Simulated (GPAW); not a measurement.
# AlN (P6_3mc) in GPAW: further runs

One crystal, AlN, is run at these levels: PBE, vdW-DF, r2SCAN; tasks: G0W0 quasiparticle levels, dielectric tensor, equation of state, band structure.

Everything below comes from runs of GPAW 26.7.0. Logs are shortened: lines on timing, memory, paths and dates and some standing lists are left out, and cuts for length are marked. The log counts tension as positive stress, the text compression.

**What was measured.**

From “Self-assembly of well-separated AlN nanowires directly on sputtered metallic TiN films”, 2019, arxiv:1910.07391, for a bulk crystal of AlN at 10 K: band gap 6.034 eV (an exciton energy, a little under the gap).

How close the calculation comes is told below.

## (1) The structure

Symmetry: P6_3mc, No. 186, hexagonal system. Conventional cell: a = 3.113 Å, b = 3.113 Å, c = 4.981 Å, α = 90.00°, β = 90.00°, γ = 120.00°. Al (site symmetry 3m) has 4 N at 1.89 Å as nearest neighbours. N (site symmetry 3m) has 4 Al at 1.89 Å as nearest neighbours.

## (2) G0W0 quasiparticle levels, PBE

run.py

```python
import json
import numpy as np
from ase import Atoms
from ase.dft.bandgap import bandgap
from ase.io import write
from gpaw import GPAW, PW
from gpaw.response.g0w0 import G0W0

atoms = Atoms(['Al', 'Al', 'N', 'N'],
              cell=[[3.113, 0.0, 0.0],
                    [-1.5565, 2.695937082, 0.0],
                    [0.0, 0.0, 4.981]],
              scaled_positions=[[0.6666666667, 0.3333333333, 0.5],
                                [0.3333333333, 0.6666666667, 0.0],
                                [0.6666666667, 0.3333333333, 0.88],
                                [0.3333333333, 0.6666666667, 0.38]],
              pbc=True)

calc = GPAW(mode=PW(600),
            xc='PBE',
            kpts={'size': (4, 4, 4), 'gamma': True},
            occupations={'name': 'fermi-dirac', 'width': 0.001},
            nbands=18,
            convergence={'density': 1e-06},
            maxiter=150,
            txt='gpaw.txt')
atoms.calc = calc
energy = atoms.get_potential_energy()
calc.write('gs.gpw')
write('result.traj', atoms)
print(f'Energy: {energy:.6f} eV')
print('Fermi level:', round(calc.get_fermi_level(), 4), 'eV')
print(f'Gap: {bandgap(calc)[0]:.4f} eV, direct: {bandgap(calc, direct=True)[0]:.4f} eV')

calc.diagonalize_full_hamiltonian(nbands=98)
calc.write('full.gpw', mode='all')

ibz = calc.get_ibz_k_points()
gap, vbm, cbm = bandgap(calc, output=None)
gap, direct, _ = bandgap(calc, direct=True, output=None)
gamma = int(np.abs(ibz).sum(1).argmin())
kpts = sorted({gamma, vbm[1], cbm[1], direct[1]})
gw = G0W0(calc='full.gpw',
          filename='gw',
          ecut=100,
          ecut_extrapolation=True,
          relbands=(-2, 2),
          kpts=kpts,
          integrate_gamma='WS',
          ppa=True)
gw.calculate()
results = {mode: {key: np.asarray(r[key]).tolist() for key in ['f', 'eps', 'vxc', 'exx', 'sigma', 'Z', 'qp', 'sigma_eskn']}
           for mode, r in gw.all_results.items()}
json.dump({'kpts': ibz[kpts].tolist(), 'results': results}, open('gw.json', 'w'))
for mode, r in results.items():
    f, qp = np.array(r['f']), np.array(r['qp'])
    print(mode, 'quasiparticle energies (eV):')
    print(qp.round(3))
    print(mode, 'gap:', round(qp[f < 0.5].min() - qp[f > 0.5].max(), 4), 'eV')
```

Potentials or basis: GPAW PAW data sets (gpaw-data 1.2.1), pw.

Started as:

```
OMP_NUM_THREADS=1 python run.py
```

gpaw.txt:

```text
__  _  _
 | _ |_)|_||  |
 |__||  | ||/\| - 26.7.0

Input parameters:
  mode=PW(ecut=600.0),
  convergence={'density': 1e-06},
  kpts=MonkhorstPack(size=(4, 4, 4), gamma=True),
  maxiter=150,
  nbands=18,
  occupations=Occupations(name='fermi-dirac', width=0.001),
  xc=XC(name='PBE')

Diagonalizing LCAO Hamiltonian
Converting LCAO to pw mode

           N

           Al
        N

        Al

Atoms  # Å, Bohr magnetons
|   | symbol |         x |        y |        z |    initial magnetic moments |
|---|--------|-----------|----------|----------|-----------------------------|
| 0 |     Al |  1.556500 | 0.898646 | 2.490500 | ( 0.0000,  0.0000,  0.0000) |
| 1 |     Al | -0.000000 | 1.797291 | 0.000000 | ( 0.0000,  0.0000,  0.0000) |
| 2 |      N |  1.556500 | 0.898646 | 4.383280 | ( 0.0000,  0.0000,  0.0000) |
| 3 |      N | -0.000000 | 1.797291 | 1.892780 | ( 0.0000,  0.0000,  0.0000) |

Unit cell  # Å
| periodic |         x |        y |        z |  lengths |     angles |
|----------|-----------|----------|----------|----------|------------|
|      yes |  3.113000 | 0.000000 | 0.000000 | 3.113000 |  90.000000 |
|      yes | -1.556500 | 2.695937 | 0.000000 | 3.113000 |  90.000000 |
|      yes |  0.000000 | 0.000000 | 4.981000 | 4.981000 | 120.000000 |

Number of symmetries: 6
Symmetry operations  # r_c * U_cc + t_c -> r_c
|   | kind |            matrix            |
|---|------|------------------------------|
| 0 |  σ   |  1, 1, 0,  0,-1, 0,  0, 0, 1 |
| 1 |  E   |  1, 0, 0,  0, 1, 0,  0, 0, 1 |
| 2 |  C3  |  0, 1, 0, -1,-1, 0,  0, 0, 1 |
| 3 |  σ   |  0,-1, 0, -1, 0, 0,  0, 0, 1 |
| 4 |  σ   | -1, 0, 0,  1, 1, 0,  0, 0, 1 |
| 5 |  C3  | -1,-1, 0,  1, 0, 0,  0, 0, 1 |

BZ-sampling:
  Number of BZ points: 64
  Number of IBZ points: 13

  Monkhorst-Pack size: [4, 4, 4]
  Monkhorst-Pack shift: [0.125, 0.125, 0.125]

K-points  # in reciprocal-cell coordinates
|     |                                coordinates |     weight |
|-----|--------------------------------------------|------------|
|   0 | (  0.00000000,   0.00000000,   0.00000000) | 0.01562500 |
|   1 | (  0.00000000,   0.00000000,   0.25000000) | 0.03125000 |
|   2 | (  0.00000000,   0.00000000,   0.50000000) | 0.01562500 |
|   3 | (  0.25000000,   0.00000000,  -0.25000000) | 0.09375000 |
|   4 | (  0.25000000,   0.00000000,   0.00000000) | 0.09375000 |
|   5 | (  0.25000000,   0.00000000,   0.25000000) | 0.09375000 |
|   6 | (  0.25000000,   0.00000000,   0.50000000) | 0.09375000 |
|   7 | (  0.50000000,   0.25000000,   0.00000000) | 0.09375000 |
|   8 | (  0.50000000,   0.25000000,   0.25000000) | 0.18750000 |
|   9 | (  0.50000000,   0.25000000,   0.50000000) | 0.09375000 |
| ... |                                            |            |
|  12 | (  0.50000000,   0.50000000,   0.50000000) | 0.04687500 |

Plane wave coefficients: 1412
Cutoff: 600.0 eV

Spin-components: 1 (collinear spins)
Bands:           18
Projectors:      20
Spin-degeneracy: 2
Datatype:        complex128

Parallelization:
  kpt:    1
  domain: 1
  band:   1

Density:
  Valence electrons: 16.0
  Components: 1
  Grid points: [18 18 30]
  Charge: 0.0  # |e|

Potential:
  Grid points: [18 18 30]

species:
  Al:
    name:    Aluminium
    Z:       13.0
    valence: 3
    core:    10
    charge:  0.0  # [|e|]
    compensation charges:
      type: gauss
      rc: 0.34  # [Å]
      lmax: 2
    cutoffs:
      filter: 1.91  # [Å]
      core: 2.36  # [Å]
    projectors
    | kind |    occ | energy [eV] | rcut [Å] |
    |------|--------|-------------|----------|
    |   3s |  2.000 |      -7.753 |    1.085 |
    |   3p |  1.000 |      -2.712 |    1.085 |
    |    s |        |      19.459 |    1.085 |
    |    p |        |      24.499 |    1.085 |
    |    d |        |       0.000 |    1.085 |

    Using partial waves for Al as LCAO basis

  N:
    name:    Nitrogen
    Z:       7.0
    valence: 5
    core:    2
    charge:  0.0  # [|e|]
    compensation charges:
      type: gauss
      rc: 0.18  # [Å]
      lmax: 2
    cutoffs:
      filter: 1.11  # [Å]
      core: 0.96  # [Å]
    projectors
    | kind |    occ | energy [eV] | rcut [Å] |
    |------|--------|-------------|----------|
    |   2s |  2.000 |     -18.583 |    0.603 |
    |   2p |  3.000 |      -7.089 |    0.529 |
    |    s |        |       8.629 |    0.603 |
    |    p |        |      20.123 |    0.529 |
    |    d |        |       0.000 |    0.577 |

    Using partial waves for N as LCAO basis

Reference energy: -16170.289538  # eV

eigensolver:
  PPCG
  Converge bands: occupied
  niter=2

density mixing:
  MSR1-Mixer
  Pratt-step length: 0.05
  Maximum mixing coefficient: 0.75
  Old densities: 10
  SVD Regularization: 0.005
  Good broyden scale: 1.0
  Trust region scale: 1.0
  Backstep threshold: 4.0
  History deletion threshold: 6.0
  Fourier metric: weight=20.0, sigma=0.015

occupation numbers:
  Fermi-Dirac:
    width: 0.0010  # eV

poisson solver:
  ecut: 4800.0  # eV

xc functional:
  name: PBE with 2 nearest neighbor stencil

convergence criteria:
- Maximum integral of absolute [dens]ity change: 1e-06 electrons / valence electron
- Maximum [total energy] change in last 3 cyles: 0.0005 eV / valence electron
- Maximum integral of absolute [eigenst]ate change: 4e-08 eV^2 / valence electron
maximum number of iterations: 150

SCF iterations
|iter     | |      energy | eigst |  dens |
|---------|-|-------------|-------|-------|
|iter:   1| |  -33.287069 | -0.28 |       |
|iter:   2| |  -32.264989 | -2.07 | -0.55 |
|iter:   3| |  -29.300492 | -0.75 | -0.60 |
|iter:   4| |  -29.323801 | -2.90 | -1.24 |
|iter:   5| |  -29.336656 | -3.42 | -1.54 |
|iter:   6| |  -29.336764 | -5.24 | -2.75 |
|iter:   7| |  -29.336786c| -6.40 | -3.13 |
|iter:   8| |  -29.336786c| -7.96c| -4.33 |
|iter:   9| |  -29.336786c| -7.68c| -4.62 |
|iter:  10| |  -29.336786c| -8.34c| -4.97 |
|iter:  11| |  -29.336786c| -9.58c| -5.76 |
|iter:  12| |  -29.336786c|-10.44c| -6.13c|

Converged in 12 steps
Energy contributions relative to reference atoms: (reference = -16170.289538)

Energy contributions:
  Kinetic:          32.277717
  Coulomb:         -27.151545
  Zero:             -0.036414
  External:          0.000000
  Xc:              -34.426545
  Entropy:          -0.000000
  Spinorbit:         0.000000
  ----------------------------
  Free energy:     -29.336786
  Extrapolated:    -29.336786

dipole moment: (-0.000000, -0.000001, -6.829193)  # |e|*Ang

Fermi level: 6.490
Eigenvalues  # (at kpt = [0.000, 0.000, 0.000])
| band index |      eig [eV] | occ [0-2] |
|------------|---------------|-----------|
|          0 |        -9.036 |     2.000 |
|          1 |        -6.887 |     2.000 |
|          2 |         0.161 |     2.000 |
|          3 |         5.325 |     2.000 |
|          4 |         5.326 |     2.000 |
|          5 |         5.977 |     2.000 |
[... 8 lines left out ...]
|         14 |        19.304 |     0.000 |
|         15 |        19.304 |     0.000 |
|        ... |               |           |
|         17 |        20.965 |     0.000 |

Gap: 4.195 eV
Transition (v -> c):
  (s=0, k=0, n=7, [0.00, 0.00, 0.00]) -> (s=0, k=0, n=8, [0.00, 0.00, 0.00])
No difference between direct/indirect transitions
# Writing to gs.gpw (mode='')

Matrix size: 1412x1412
# Writing to full.gpw (mode='all')
```

stdout:

```text
Energy: -29.336786 eV
Fermi level: 6.4899 eV
Gap: 4.1950 eV, direct: 4.1950 eV
IBZ(<points: 13, symmetries: 6>)
Occupied bands: 8
Calculating eigenvalues:
  k-points: 1
  Bands: 6-9 (inclusive)
HSE06-eigenvalue shifts:
  min: -4.040 eV
  ave: 0.511 eV
  max: 5.295 eV
GW quasiparticle energies (eV):
[[[ 4.947  5.172 11.088 13.569]]]
GW gap: 5.9156 eV
```

Run time: 85 s. Hardware: 1 thread of Intel Xeon 6975P-C (Granite Rapids), shared host; peak memory 0.4 GiB.

What came out:

| Item | Value |
| --- | --- |
| Free energy | -29.3368 eV |
| Band gap on the k mesh, mean-field level | 4.19 eV, direct |
| Quasiparticle gap | 5.92 eV |
| Least direct quasiparticle gap | 5.92 eV |

Caveat: the k mesh is coarse (spacing up to 0.58 Å⁻¹), so the values aren't converged; the quasiparticle gap is taken among the few k points that were corrected; the long-wavelength limit can be off by a per cent or two.

[end of part 1 of 2]
